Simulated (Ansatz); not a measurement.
# Ga(101) (I4/mmm bulk, slab 10 Å thick): relaxation and tunnelling images

The task: relax Ga(101) (I4/mmm bulk, slab 10 Å thick) and compute the vacuum tail of its states by energy, as an STM tip samples it.

Computed with Ansatz 0.2.0 (DFT PBE, scalar-relativistic, plane waves, PAW, unless a step's input says otherwise).

## (1) Starting point

It takes space group C2/m (No. 12, monoclinic). The conventional cell has a = 5.269 Å, b = 2.808 Å, c = 27.504 Å, α = 90.00°, β = 90.00°, γ = 90.00°. Ga (site symmetry m) has 9 Ga at 2.81 to 2.99 Å as nearest neighbours. Ga (site symmetry m) is surrounded by 12 Ga at 2.81 to 2.99 Å. Ga (site symmetry 2/m) is surrounded by 12 Ga at 2.81 to 2.99 Å.

As a file:

```
Ga
1.0
     2.80800    0.00000    0.00000
    -1.40400    2.63432    0.00000
     0.00000    0.00000   27.50382
Ga
5
Direct
  0.28405 0.56810 0.32723
  0.56810 0.13620 0.41361
  0.85215 0.70431 0.50000
  0.13620 0.27241 0.58639
  0.42025 0.84051 0.67277
```

Slab cut from the bulk at the bulk's listed lattice constants, lower half held.

## (2) Relaxing the atoms

File input.yaml:

```yaml
crystal:
  lattice:
    - [2.808, 0.0, 0.0]
    - [-1.404, 2.63432287, 0.0]
    - [0.0, 0.0, 27.5038192691]
  atoms:
    - { symbol: Ga, position: [0.28405093, 0.56810185, 0.3272272811] }
    - { symbol: Ga, position: [0.56810185, 0.13620371, 0.4136136406] }
    - { symbol: Ga, position: [0.85215278, 0.70430556, 0.5] }
    - { symbol: Ga, position: [0.13620371, 0.27240741, 0.5863863594] }
    - { symbol: Ga, position: [0.42025463, 0.84050926, 0.6727727189] }
basis:
  ecutwfc: 420
  fft_grid_basis: typed
kpoints:
  mp_grid: { grid: [10, 10, 1] }
hamiltonian:
  xc: pbe
scf:
  occupations: { method: gaussian, width: 0.1 }
output:
  forces: true
  eigenvalues: true
efield:
  axis: 3
  dipole_correction: true
  ramp_width: 0.04
relax:
  adjacent_minimum: "off"
  f_tol: 0.04
  max_steps: 40
  constraints: [{ sites: [0, 1] }]
```

Launch:

```sh
> ansatz run input.yaml --threads 1 --pin off --max-ram 2211MiB --backend cpu --events-out ev --progress --plain --runs-dir out
```

What it wrote (excerpt; [...] marks lines left out):

```text
Warning: RAYON_NUM_THREADS=1 ignored (pool sized by the plan → 1); use --threads N
[...]
Pseudopotentials: kind: paw
Pseudopotential: Ga, paw, valence charge 13, recommended cutoff 420 eV (normal), Ga.paw.azcp
Functional definition: PBE
[...]
Crystal: 5 atoms, lattice volume = 203.451 Å³
Basis set: ecut = 420 eV, 3915 PW (Γ), exchange–correlation on 40×40×384 points (8 copies of the dense FFT grid, shifted against one another)
Bands: 39, of which v1, the nominal top of the filled ones, is band 33 counted from 1 (32 counted from 0)
Symmetry: 2 space group operations
k-points: 31 of 100 (time reversal used)
[...]
SCF iter   1: F=—  HF=-18914.592534 eV  |F-HF|=—  |Δ(HF+E_count)|=         —  Δρ=1.60e-3  dr2=8.17e-2  ethr=1.77e-3  p=-0.000 e·Å  D=-3.01e-12 V/Å  ΔV_dip=0.00 eV  dr2_dipole=1.12e-9  V_vac-E_F(+/−)=4.17/4.17 eV  ⟨swp⟩=6.3  Hψ=4416  notcnv=0
[...]
relax step   1: F+E_penalty+E_count = -18914.58444946 eV  Δ(F+E_penalty+E_count) = +0.000e0 eV  max|allowed force component| = 2.020e-1 eV/Å  Δτ_max = 0.0000 Å  (6 SCF iters, dr2 threshold 4.00e-5 eV, accepted)
[...]
relax step   6: F+E_penalty+E_count = -18914.62432360 eV  Δ(F+E_penalty+E_count) = -6.767e-4 eV  max|allowed force component| = 9.119e-3 eV/Å  Δτ_max = 0.0515 Å  (8 SCF iters, accepted)
[...]
relax step   7: F+E_penalty+E_count = -18914.62522564 eV  Δ(F+E_penalty+E_count) = -9.020e-4 eV  max|allowed force component| = 2.365e-2 eV/Å  Δτ_max = 0.0857 Å  (8 SCF iters, accepted)
SCF converged after 8 iterations
Free energy (F): -18914.625226 eV
[...]
E sigma→0 (E₀):  -18914.620783 eV
Entropy (-TS):   -0.008885 eV (-1.777 meV/atom)
Fermi energy:    2.258960 eV
Dipole field:    D = 0.001784 V/Å  (p = 0.002006 e·Å, saw-weighted, corrected)
Work function:   Φ+ = 4.1341 eV   Φ− = 4.1832 eV
Levels:          The Fermi level and band energies are counted from a zero that moves with the ramp; work functions are not
[...]
--- Forces (eV/Å), atoms counted from 1 ---
  atom   1  Ga     0.00000000    -0.02064860    -0.24529887
  atom   2  Ga     0.00000000     0.00526611     0.23940939
  atom   3  Ga     0.00000000     0.00762896     0.00602036
  atom   4  Ga     0.00000000    -0.00447683    -0.02365154
  atom   5  Ga     0.00000000     0.01223121     0.02351973
[...]
--- Band table (eV; the first three rows and the last of 31) ---
[...]
--- Relaxed structure (7 steps of the walk, 7 accepted, 0 SCFs on fresh bases) ---
  F+E_penalty+E_count = -18914.62522564 eV   max|allowed force component| = 2.365e-2 eV/Å
  atoms:
    - { symbol: Ga, position: [0.2840509249999999, 0.5681018499999999, 0.3272272811] }
    - { symbol: Ga, position: [0.5681018549999999, 0.13620370999999998, 0.4136136406] }
    - { symbol: Ga, position: [0.8917629868920178, 0.7835259737840358, 0.5054413608678691] }
    - { symbol: Ga, position: [0.18547079041314554, 0.3709415808262911, 0.5972932547774928] }
    - { symbol: Ga, position: [0.4314412278226881, 0.8628824556453764, 0.6886642926972256] }
```

Wall time 3 min (1 thread of Arm Neoverse V1, shared host); peak memory 0.47 GiB.

Step by step:

| step | energy from step 1 (eV/cell) | largest force component (eV/Å) |
| --- | --- | --- |
| 1 | 0.0000 | 0.2020 |
| 2 | -0.0232 | 0.0596 |
| 3 | -0.0372 | 0.0415 |
| 4 | -0.0381 | 0.0318 |
| 5 | -0.0392 | 0.0213 |
| 6 | -0.0399 | 0.0091 |
| 7 | -0.0408 | 0.0237 |

Step 1 is the start.

The cell repeats along c, and a dipole correction in the vacuum removes the field between the copies.

Atoms 1, 2, counted from 1, stay fixed.

This gives work function 4.13 eV (top face), 4.18 eV (bottom face).

## (3) Densities by energy window

The windows are in eV from the zero of bias; a denser mesh resolves them.

File input.yaml:

```yaml
crystal:
  lattice:
    - [2.808, 0.0, 0.0]
    - [-1.404, 2.63432287, 0.0]
    - [0.0, 0.0, 27.5038192691]
  atoms:
    - { symbol: Ga, position: [0.284050925, 0.56810185, 0.3272272811] }
    - { symbol: Ga, position: [0.568101855, 0.13620371, 0.4136136406] }
    - { symbol: Ga, position: [0.8917629869, 0.7835259738, 0.5054413609] }
    - { symbol: Ga, position: [0.1854707904, 0.3709415808, 0.5972932548] }
    - { symbol: Ga, position: [0.4314412278, 0.8628824556, 0.6886642927] }
basis:
  ecutwfc: 420
  fft_grid_basis: typed
kpoints:
  mp_grid: { grid: [29, 27, 1] }
hamiltonian:
  xc: pbe
scf:
  occupations: { method: gaussian, width: 0.1 }
output:
  forces: true
  eigenvalues: true
  band_densities:
    - { e_range: [-2.0, -1.0] }
    - { e_range: [-1.0, -0.5] }
    - { e_range: [-0.5, -0.25] }
    - { e_range: [-0.25, 0.0] }
    - { e_range: [0.0, 0.25] }
    - { e_range: [0.25, 0.5] }
    - { e_range: [0.5, 1.0] }
    - { e_range: [1.0, 1.5] }
  band_residual_tolerance: 1.0e-05
  write_potential: true
  elf: true
  write_density: true
  volumetric_format: npy
efield:
  axis: 3
  dipole_correction: true
  ramp_width: 0.04
checkpoint:
  read: start.run
  write: ck
  compress: false
  write_wavefunctions: false
  write_every: 100000
```

Launch:

```sh
> ansatz run input.yaml --threads 1 --pin off --max-ram 2211MiB --backend cpu --events-out ev --progress --plain --runs-dir out
```

What it wrote (excerpt; [...] marks lines left out):

```text
Warning: crystal.symmetry: narrowed to the stabiliser of the k-point mesh — unitary ops 2 → 1; excluded 1 operation that carries a point of the 29×27×1 mesh (shift [0, 0, 0]) off the mesh (the run samples exactly the mesh kpoints.mp_grid names, as under crystal.symmetry.detect: false, and [...]
Warning: RAYON_NUM_THREADS=1 ignored (pool sized by the plan → 1); use --threads N
[...]
Pseudopotentials: kind: paw
Pseudopotential: Ga, paw, valence charge 13, recommended cutoff 420 eV (normal), Ga.paw.azcp
Functional definition: PBE
[...]
Crystal: 5 atoms, lattice volume = 203.451 Å³
Basis set: ecut = 420 eV, 3915 PW (Γ), exchange–correlation on 40×40×384 points (8 copies of the dense FFT grid, shifted against one another)
Bands: 39, of which v1, the nominal top of the filled ones, is band 33 counted from 1 (32 counted from 0)
Symmetry: 1 space group operations
k-points: 392 of 783 (time reversal used)
[...]
Stability of the state it starts from, as read at its close in the unpolarized treatment: not read negative (Ritz values of 1 − χ₀K, real part plus size of imaginary part, from 1.1 to 1.2, by its mixing steps under the symmetry group of the SCF that read it)
[...]
WARN: The output density's exchange-correlation potential varies sharply where the density is thin. Do not read a vacuum level from v_tot or v_xc, or from such a field of the output density. On a cell that repeats whose density bears no net charge and no dipole along the vacuum's axis use [...]
Work function:   Φ+ = 4.0724 eV   Φ− = 4.1166 eV
Levels:          The Fermi level and band energies are counted from a zero that moves with the ramp; work functions are not
[...]
--- Forces (eV/Å), atoms counted from 1 ---
  atom   1  Ga     0.00030241    -0.01784404    -0.23255097
  atom   2  Ga    -0.00043819     0.00950014     0.25622304
  atom   3  Ga     0.00010372     0.00441460    -0.01478537
  atom   4  Ga     0.00076964    -0.01227062    -0.04634909
  atom   5  Ga    -0.00073762     0.01619988     0.03746375
[...]
--- Band table (eV; the first three rows and the last of 392) ---
[...]
--- Band densities, each state counted as filled ---
  window                                       electrons  max residual (eV)  cut levels
  e_range: [-2, -1]                             1.897829             3.5e-9           0
  e_range: [-1, -0.5]                           1.118774             1.3e-6           0
  e_range: [-0.5, -0.25]                        0.495530             1.2e-6           0
  e_range: [-0.25, 0]                           0.485313             1.4e-6           0
  e_range: [0, 0.25]                            0.602810             3.0e-6           0
  e_range: [0.25, 0.5]                          0.418902             3.1e-6           0
  e_range: [0.5, 1]                             1.123883             3.5e-6           0
  e_range: [1, 1.5]                             1.136654             3.2e-6           0
```

Run time: 12 min. Hardware: 1 thread of Arm Neoverse V1, shared host; peak memory 1.9 GiB.

This gives work function 4.07 eV (top face), 4.12 eV (bottom face).

band_densities.tsv:

```
# window	n_electrons	max_residual_ev	n_cut_levels
# fermi_ev = 2.328078
# range_zeros_ev = 2.328078
# range_zeros_ev: from where a range's energies are measured, in spin up and in spin down where the run solves two channels
e_range_-2_-1	1.897829	3.507e-9	0
e_range_-1_-0.5	1.118774	1.293e-6	0
e_range_-0.5_-0.25	0.495530	1.228e-6	0
e_range_-0.25_0	0.485313	1.353e-6	0
e_range_0_0.25	0.602810	3.026e-6	0
e_range_0.25_0.5	0.418902	3.112e-6	0
e_range_0.5_1	1.123883	3.451e-6	0
e_range_1_1.5	1.136654	3.176e-6	0
```

## (4) Tersoff–Hamann images

The STM signal is simulated in the Tersoff–Hamann approximation, with heights counted from the topmost nucleus.

Images at several biases, each described by its contrast.

```csv
bias,height (Å),bright/dark,brightest over
−2.00 V,3.5,1.1,top Ga atoms
−1.00 V,3.5,1.1,top Ga atoms
−0.50 V,3.5,1.1,top Ga atoms
−0.25 V,3.5,1.1,top Ga atoms
+0.25 V,3.5,1.2,top Ga atoms
+0.50 V,3.5,1.2,top Ga atoms
+1.00 V,3.5,1.2,top Ga atoms
+1.50 V,3.5,1.1,top Ga atoms
```

The slab has states at the Fermi level, though not all of them need reach the top face. Its work function (top face) is 4.07 eV.

Constant-current image at a set point of 3.4 × 10⁻⁵ e/Å³, bias −0.25 V (filled states), over one surface cell. Columns run along a, rows up along b; exposed atoms at Ga (0.43, 0.86), Ga (0.19, 0.37).

Values in pm, 14 rows by 14 columns:
```
2.01 2.33 2.89 3.56 4.19 4.68 4.94 4.92 4.63 4.11 3.46 2.80 2.27 1.98
2.27 2.71 3.30 3.94 4.49 4.85 4.97 4.82 4.42 3.85 3.22 2.63 2.23 2.10
2.36 2.84 3.41 3.97 4.40 4.62 4.61 4.35 3.90 3.34 2.77 2.31 2.06 2.08
2.25 2.71 3.21 3.64 3.93 4.02 3.91 3.60 3.15 2.65 2.20 1.89 1.79 1.92
1.96 2.34 2.72 3.01 3.16 3.16 2.98 2.68 2.30 1.93 1.62 1.45 1.46 1.64
1.54 1.80 2.02 2.18 2.23 2.17 2.01 1.78 1.53 1.30 1.14 1.09 1.15 1.31
1.08 1.18 1.26 1.31 1.31 1.27 1.19 1.09 1.00 0.92 0.87 0.87 0.91 0.98
0.67 0.61 0.58 0.57 0.60 0.64 0.70 0.77 0.82 0.86 0.86 0.84 0.79 0.73
0.38 0.21 0.12 0.14 0.25 0.44 0.67 0.88 1.05 1.14 1.13 1.02 0.83 0.60
0.30 0.07 0.00 0.10 0.36 0.71 1.09 1.42 1.63 1.70 1.60 1.36 1.01 0.63
0.42 0.21 0.24 0.48 0.90 1.39 1.87 2.24 2.43 2.41 2.18 1.79 1.30 0.81
0.73 0.61 0.77 1.18 1.73 2.32 2.83 3.17 3.27 3.13 2.76 2.22 1.63 1.09
1.15 1.18 1.50 2.04 2.68 3.30 3.77 4.02 4.00 3.71 3.21 2.58 1.94 1.43
1.61 1.79 2.25 2.88 3.55 4.13 4.52 4.64 4.48 4.06 3.46 2.78 2.17 1.74
```

The brightest spots lie over the top Ga atoms; the darkest points are over the Ga atoms about 2.5 Å below the slab's top atoms. The corrugation is 5 pm at a mean tip height of 3.5 Å. So weak a contrast depends on the k-mesh and on the tip.

Constant-current image at a set point of 1.1 × 10⁻⁵ e/Å³, bias +0.25 V (empty states), over one surface cell. Columns run along a, rows up along b; exposed atoms at Ga (0.43, 0.86), Ga (0.19, 0.37).

Ten even steps from '0' (0.00 pm) to '9' (4.04 pm):
```
23467999976432
34678999875433
45678998765433
45678887654333
45667766543334
44555554433333
33333333333333
22222222233332
11001122333322
00000123444321
00001234554421
00012456665421
11134678876431
12346789876432
```

The brightest spots lie over the top Ga atoms; the darkest points are over the Ga atoms about 2.5 Å below the slab's top atoms. The corrugation is 4 pm at a mean tip height of 4.0 Å. So weak a contrast depends on the k-mesh and on the tip.

## (5) Decay, spin and depth

Decay of the current with height.

Near 4 Å the plane average falls as exp(−2.29 z/Å), a factor of 9.9 per ångström, which gives an apparent barrier of 5.0 eV (0.952 eV Å² times the slope squared). The vacuum level lies 4.07 eV above zero bias.

Shares of each window's states by atomic plane (%), top plane first:

| window (eV) | states | 1 Ga | 2 Ga | 3 Ga | 4 Ga | 5 Ga |
| --- | --- | --- | --- | --- | --- | --- |
| -2 to -1 | 1.90 | 20 | 20 | 19 | 20 | 21 |
| -1 to -0.5 | 1.12 | 22 | 20 | 19 | 19 | 21 |
| -0.5 to -0.25 | 0.50 | 21 | 20 | 18 | 19 | 22 |
| -0.25 to +0 | 0.49 | 22 | 20 | 17 | 19 | 22 |
| +0 to +0.25 | 0.60 | 22 | 20 | 17 | 19 | 22 |
| +0.25 to +0.5 | 0.42 | 22 | 19 | 18 | 19 | 22 |
| +0.5 to +1 | 1.12 | 22 | 19 | 18 | 19 | 22 |
| +1 to +1.5 | 1.14 | 23 | 19 | 19 | 18 | 22 |

## (6) What came out

| quantity | value |
| --- | --- |
| work function, top face | 4.07 eV |
| gap of the slab on its mesh | none (metal) |
| corrugation at −0.25 V, tip 3.5 Å up | 5 pm |
| corrugation at +0.25 V, tip 4.0 Å up | 4 pm |

**Reading.** At −0.25 V the brightest spots lie over the top Ga atoms; the darkest points are over the Ga atoms about 2.5 Å below the slab's top atoms. At +0.25 V the brightest spots lie over the top Ga atoms; the darkest points are over the Ga atoms about 2.5 Å below the slab's top atoms. A real tip's own states and forces would change the contrast.
